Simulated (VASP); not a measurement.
# KCl (Fm-3m) in VASP: single point with r2SCAN

Aim: the single point of KCl with r2SCAN.

Everything below comes from runs of VASP 6.6.1. Logs are shortened: lines on timing, memory, paths and dates and some standing lists are left out, and cuts for length are marked.

**What was measured.**

A printed reference work, monograph reports, for a bulk crystal of KCl: band gap 8.68 eV.

How close the calculation comes is told below.

## 1. The cell of the first run

It takes space group Fm-3m (No. 225, cubic). The conventional cell has a = 6.378 Å, b = 6.378 Å, c = 6.378 Å, α = 90.00°, β = 90.00°, γ = 90.00°. Within 4.2 Å of K (site symmetry m-3m) lie 6 Cl at 3.19 Å. Cl (site symmetry m-3m) has 6 K at 3.19 Å within 4.2 Å.

## 2. Single point, r2SCAN

File POSCAR:

```
KCl
1.0
    0.0000000000      3.1891815558      3.1891815558
    3.1891815558      0.0000000000      3.1891815558
    3.1891815558      3.1891815558      0.0000000000
K Cl
1 1
Direct
    0.0000000000      0.0000000000      0.0000000000
    0.5000000000      0.5000000000      0.5000000000
```

File INCAR.step1:

```
SYSTEM = KCl
  PREC = Accurate
  ENCUT = 520
  ISMEAR = 0
  SIGMA = 0.02
  LREAL = .False.
  LASPH = .True.
  NELM = 100
  NBANDS = 15
  GGA = PE
  ALGO = Normal
  EDIFF = 1E-4
  LWAVE = .True.
  LCHARG = .False.
```

File INCAR.step2:

```
SYSTEM = KCl
  PREC = Accurate
  ENCUT = 520
  EDIFF = 1E-7
  ISMEAR = 0
  SIGMA = 0.02
  LREAL = .False.
  LASPH = .True.
  NELM = 100
  ALGO = Normal
  ISIF = 2
  LWAVE = .False.
  LCHARG = .True.
  METAGGA = R2SCAN
  LMIXTAU = .True.
  LELF = .True.
  LVHAR = .True.
  NBANDS = 15
  ISTART = 1
```

File KPOINTS:

```
regular mesh
0
Gamma
  6 6 6
  0 0 0
```

Potentials or basis: VASP PAW PBE potentials, release 64 (K_sv, Cl).

Command:

```sh
$ cat potpaw_PBE.64/K_sv/POTCAR potpaw_PBE.64/Cl/POTCAR > POTCAR
$ cp INCAR.step1 INCAR
$ mpirun -np 1 vasp_std > vasp.out
$ cp INCAR.step2 INCAR
$ mpirun -np 1 vasp_std > vasp.out
```

OUTCAR:

```text
SYSTEM = KCl
   PREC = Accurate
   ENCUT = 520
   EDIFF = 1E-7
   ISMEAR = 0
   LREAL = .False.
   LASPH = .True.
   NELM = 100
   ISIF = 2
   METAGGA = R2SCAN
   ISTART = 1

 ion  position               nearest neighbor table
   1  0.000  0.000  0.000-   2 3.19   2 3.19   2 3.19   2 3.19   2 3.19   2 3.19
   2  0.500  0.500  0.500-   1 3.19   1 3.19   1 3.19   1 3.19   1 3.19   1 3.19

  LATTYP: Found a face centered cubic cell.
 ALAT       =     6.3783631116

  Lattice vectors:

 A1 = (   0.0000000000,   3.1891815558,   3.1891815558)
 A2 = (   3.1891815558,   0.0000000000,   3.1891815558)
 A3 = (   3.1891815558,   3.1891815558,   0.0000000000)

Analysis of symmetry for initial positions (statically):
=====================================================================
 Subroutine PRICEL returns:
 Original cell was already a primitive cell.

 Routine SETGRP: Setting up the symmetry group for a
 face centered cubic supercell.

 Subroutine GETGRP returns: Found 48 space group operations
 (whereof 48 operations were pure point group operations)
 out of a pool of 48 trial point group operations.

The static configuration has the point symmetry O_h .

Analysis of symmetry for dynamics (positions and initial velocities):
=====================================================================
 Subroutine PRICEL returns:
 Original cell was already a primitive cell.

 Routine SETGRP: Setting up the symmetry group for a
 face centered cubic supercell.

 Subroutine GETGRP returns: Found 48 space group operations
 (whereof 48 operations were pure point group operations)
 out of a pool of 48 trial point group operations.

The dynamic configuration has the point symmetry O_h .

 Subroutine INISYM returns: Found 48 space group operations
 (whereof 48 operations are pure point group operations),
 and found     1 'primitive' translations

----------------------------------------------------------------------------------------

                                     Primitive cell

  volume of cell :      64.8736

  direct lattice vectors                    reciprocal lattice vectors
     0.000000000  3.189181556  3.189181556    -0.156780036  0.156780036  0.156780036
     3.189181556  0.000000000  3.189181556     0.156780036 -0.156780036  0.156780036
     3.189181556  3.189181556  0.000000000     0.156780036  0.156780036 -0.156780036

  length of vectors
     4.510183809  4.510183809  4.510183809     0.271550988  0.271550988  0.271550988

  position of ions in fractional coordinates (direct lattice)
     0.000000000  0.000000000  0.000000000
     0.500000000  0.500000000  0.500000000

  ion indices of the primitive-cell ions
   primitive index   ion index
                 1           1
                 2           2

----------------------------------------------------------------------------------------

 KPOINTS: regular mesh

Automatic generation of k-mesh.
 Grid dimensions read from file:
 generate k-points for:    6    6    6

 Generating k-lattice:

  Cartesian coordinates                     Fractional coordinates (reciprocal lattice)
    -0.026130006  0.026130006  0.026130006     0.166666667  0.000000000  0.000000000
     0.026130006 -0.026130006  0.026130006     0.000000000  0.166666667  0.000000000
     0.026130006  0.026130006 -0.026130006     0.000000000  0.000000000  0.166666667

  Length of vectors
     0.045258498  0.045258498  0.045258498

  Shift w.r.t. Gamma in fractional coordinates (k-lattice)
     0.000000000  0.000000000  0.000000000

 Subroutine IBZKPT returns following result:
 ===========================================

 Found     16 irreducible k-points:

 Following reciprocal coordinates:
            Coordinates               Weight
  0.000000  0.000000  0.000000      1.000000
  0.166667  0.000000  0.000000      8.000000
  0.333333  0.000000  0.000000      8.000000
  0.500000  0.000000  0.000000      4.000000
  0.166667  0.166667  0.000000      6.000000
  0.333333  0.166667  0.000000     24.000000
[... 8 lines left out ...]
 -0.333333  0.333333  0.166667     24.000000
 -0.333333  0.500000  0.166667     12.000000
   k-points           NKPTS =     16   k-points in BZ     NKDIM =     16   number of bands    NBANDS=     15
   number of dos      NEDOS =    301   number of ions     NIONS =      2
   total plane-waves  NPLWV =  46656
   dimension x,y,z NGX =    36 NGY =   36 NGZ =   36
   dimension x,y,z NGXF=    72 NGYF=   72 NGZF=   72
   ions per type =               1   1
   NGX,Y,Z   is equivalent  to a cutoff of  13.27, 13.27, 13.27 a.u.
   NGXF,Y,Z  is equivalent  to a cutoff of  26.54, 26.54, 26.54 a.u.
 SYSTEM =  KCl
   PREC   = accura    normal or accurate (medium, high low for compatibility)
   ISTART =      1    job   : 0-new  1-cont  2-samecut
   ICHARG =      0    charge: 1-file 2-atom 10-const
   ISPIN  =      1    spin polarized calculation?
   LNONCOLLINEAR =      F non collinear calculations
   LSORBIT =      F    spin-orbit coupling
   LASPH  =      T    aspherical Exc in radial PAW
   ENCUT  =  520.0 eV  38.22 Ry    6.18 a.u.   8.39  8.39  8.39*2*pi/ulx,y,z
   NELM   =    100;   NELMIN=  2; NELMDL=  0     # of ELM steps
   EDIFF  = 0.1E-06   stopping-criterion for ELM
   LREAL  =      F    real-space projection
   EDIFFG = 0.1E-05   stopping-criterion for IOM
   NSW    =      0    number of steps for IOM
   IBRION =     -1    ionic relax: 0-MD 1-quasi-New 2-CG
   NFREE  =      0    steps in history (QN), initial steepest desc. (CG)
   ISIF   =      2    stress and relaxation
   ISYM   =      2    0-nonsym 1-usesym 2-fastsym
   POTIM  = 0.5000    time-step for ionic-motion
   TEBEG  =    0.0;   TEEND  =   0.0 temperature during run
   PSTRESS=    0.0 pullay stress
   NELECT =      16.0000    total number of electrons
   NUPDOWN=      -1.0000    fix difference up-down
   EMIN   =  10.00;   EMAX   =-10.00  energy-range for DOS
   EFERMI =   0.00;   METHOD = LEGACY
   ISMEAR =     0;   SIGMA  =   0.02  broadening in eV -4-tet -1-fermi 0-gaus
   EFERMI_NEDOS =   21; number of points for ismear=-14 and -15
   IALGO  =     38    algorithm
   IMIX   =      4    mixing-type and parameters
     AMIX     =   0.40;   BMIX     =  1.00
     AMIX_MAG =   1.60;   BMIX_MAG =  1.00
  volume/ion in A,a.u.               =      32.44       218.89
  Fermi-wavevector in a.u.,A,eV,Ry     =   1.026657  1.940101 14.340889  1.054026
  Thomas-Fermi vector in A             =   2.160562
   LORBIT       =      0    0 simple, 1 ext, 2 COOP (PROOUT), +10 PAW based schemes
   METAGGA = R2SCAN    functional components
   LHFCALC =     F    Hartree Fock is set to
   AEXX    =    0.0000 exact exchange contribution
   IVDW    =     0    specifies the selected vdW correction
   LEPSILON=     F    determine dielectric tensor
   LRPA    =     F    only Hartree local field effects (RPA)
 non-spin polarized calculation
 Gauss-broadening in eV      SIGMA  =   0.02
  energy-cutoff  :      520.00
  volume of cell :       64.87
 maximum number of plane-waves:      1807
 NGX is ok and might be reduce to    36
   NGX = 17   NGY = 17   NGZ = 17

 number of electron      15.9999998 magnetization

 Free energy of the ion-electron system (eV)
  ---------------------------------------------------
  ext. energy  EPLUGINS =         0.00000000
  ---------------------------------------------------
  free energy    TOTEN  =       -16.50117513 eV

  energy without entropy =      -16.50117513  energy(sigma->0) =      -16.50117513

 E-fermi :  -2.2335     XC(G=0):  -7.7731

 val. band max:       -2.4185220050   @ k =   0.0000   0.0000   0.0000
 cond. band min:       3.2712049845   @ k =   0.0000   0.0000   0.0000
 fundamental gap:      5.6897269895
 Fermi energy:        -2.2334828137

 k-point     1 :       0.0000    0.0000    0.0000
  band No.  band energies     occupation
      1     -30.7891      2.00000
      2     -15.0440      2.00000
      3     -13.4791      2.00000
      4     -13.4791      2.00000
      5     -13.4791      2.00000
      6      -2.4185      2.00000
      7      -2.4185      2.00000
      8      -2.4185      2.00000
      9       3.2712      0.00000
     10       6.5955      0.00000
     11       6.5955      0.00000
     12       6.5955      0.00000
     13       7.6150      0.00000
     14       7.6150      0.00000
     15      10.7974      0.00000

 k-point     2 :       0.1667    0.0000    0.0000
  band No.  band energies     occupation
      1     -30.7870      2.00000
      2     -15.0837      2.00000
      3     -13.4809      2.00000
      4     -13.4809      2.00000
      5     -13.4262      2.00000
      6      -2.7038      2.00000
      7      -2.4944      2.00000
      8      -2.4944      2.00000
      9       3.8831      0.00000
     10       6.3663      0.00000
     11       6.9404      0.00000
     12       6.9404      0.00000
     13       7.9745      0.00000
     14       7.9745      0.00000
     15      11.7860      0.00000

 k-point     3 :       0.3333    0.0000    0.0000
  band No.  band energies     occupation
      1     -30.7828      2.00000
      2     -15.1565      2.00000
      3     -13.4846      2.00000
      4     -13.4846      2.00000
      5     -13.3267      2.00000
      6      -3.1845      2.00000
      7      -2.6394      2.00000
      8      -2.6394      2.00000
      9       5.0807      0.00000
     10       6.3553      0.00000
     11       7.8788      0.00000
     12       7.8788      0.00000
     13       8.8843      0.00000
     14       8.8843      0.00000
     15      11.0798      0.00000
[... 199 lines left out ...]
 k-point    15 :      -0.3333    0.3333    0.1667
  band No.  band energies     occupation
      1     -30.7788      2.00000
      2     -15.0735      2.00000
      3     -13.5425      2.00000
      4     -13.5275      2.00000
      5     -13.3857      2.00000
      6      -3.0845      2.00000
      7      -2.8359      2.00000
      8      -2.7458      2.00000
      9       6.0088      0.00000
     10       6.2608      0.00000
     11       8.0546      0.00000
     12       8.2666      0.00000
     13       9.4357      0.00000
     14      10.0823      0.00000
     15      10.1852      0.00000

 k-point    16 :      -0.3333    0.5000    0.1667
  band No.  band energies     occupation
      1     -30.7782      2.00000
      2     -15.0111      2.00000
      3     -13.5787      2.00000
      4     -13.5431      2.00000
      5     -13.4353      2.00000
      6      -2.9727      2.00000
      7      -2.8068      2.00000
      8      -2.7642      2.00000
      9       5.3496      0.00000
     10       6.9672      0.00000
     11       7.3510      0.00000
     12       8.4826      0.00000
     13       9.2945      0.00000
     14       9.9516      0.00000
     15      10.4735      0.00000

------------------------ aborting loop because EDIFF is reached ----------------------------------------

  FORCE on cell =-STRESS in cart. coord.  units (eV):
  Direction    XX          YY          ZZ          XY          YZ          ZX
  --------------------------------------------------------------------------------------
  -------------------------------------------------------------------------------------
  Total       -0.2963182     -0.2963182     -0.2963182      0.0000000      0.0000000      0.0000000
  in kB       -7.3181487     -7.3181487     -7.3181487      0.0000000      0.0000000      0.0000000
  external PRESSURE =      -7.3181487 kB  Pullay stress =       0.0000000 kB

 VOLUME and BASIS-vectors are now :
 -----------------------------------------------------------------------------
  energy-cutoff  :      520.00
  volume of cell :       64.87
      direct lattice vectors                 reciprocal lattice vectors
     0.000000000  3.189181556  3.189181556    -0.156780036  0.156780036  0.156780036
     3.189181556  0.000000000  3.189181556     0.156780036 -0.156780036  0.156780036
     3.189181556  3.189181556  0.000000000     0.156780036  0.156780036 -0.156780036

 POSITION                                       TOTAL-FORCE (eV/Angst)
 -----------------------------------------------------------------------------------
      0.00000      0.00000      0.00000         0.000000      0.000000     -0.000000
      3.18918      3.18918      3.18918        -0.000000     -0.000000      0.000000
 -----------------------------------------------------------------------------------
    total drift:                                0.000000      0.000000      0.000000

  FREE ENERGIE OF THE ION-ELECTRON SYSTEM (eV)
  ---------------------------------------------------
  free  energy   TOTEN  =       -16.5011751307 eV

  energy  without entropy=      -16.5011751307  energy(sigma->0) =      -16.50117513
```

It took 2.7 min on 1 thread of AMD EPYC 7R43 (Zen 3), shared host; peak memory 0.18 GiB.

What came out:

| Quantity | Value |
| --- | --- |
| Free energy | -16.5012 eV |
| Pressure | -0.7 GPa |
| Band gap on the k mesh | 5.69 eV |

Levels at points of the mesh, in eV from the valence-band top:
| k point | band 6 | band 7 | band 8 | band 9 | band 10 | band 11 |
| --- | --- | --- | --- | --- | --- | --- |
| (0.00, 0.00, 0.00) | 0.00 | 0.00 | 0.00 | 5.69 | 9.01 | 9.01 |
| (0.50, 0.00, 0.00) | -0.98 | -0.29 | -0.29 | 8.01 | 9.08 | 11.19 |
| (0.50, 0.50, 0.00) | -0.64 | -0.22 | -0.22 | 7.06 | 9.03 | 10.45 |

Caveat: the PAW data sets were made with another functional, which shifts forces and pressure a little.

## 3. How close it comes

Step 2. A measured gap of KCl is 8.68 eV (a printed reference work, monograph); the calculated 5.69 eV misses it by -2.99 eV. The value is that of r2SCAN, without temperature or zero-point motion.
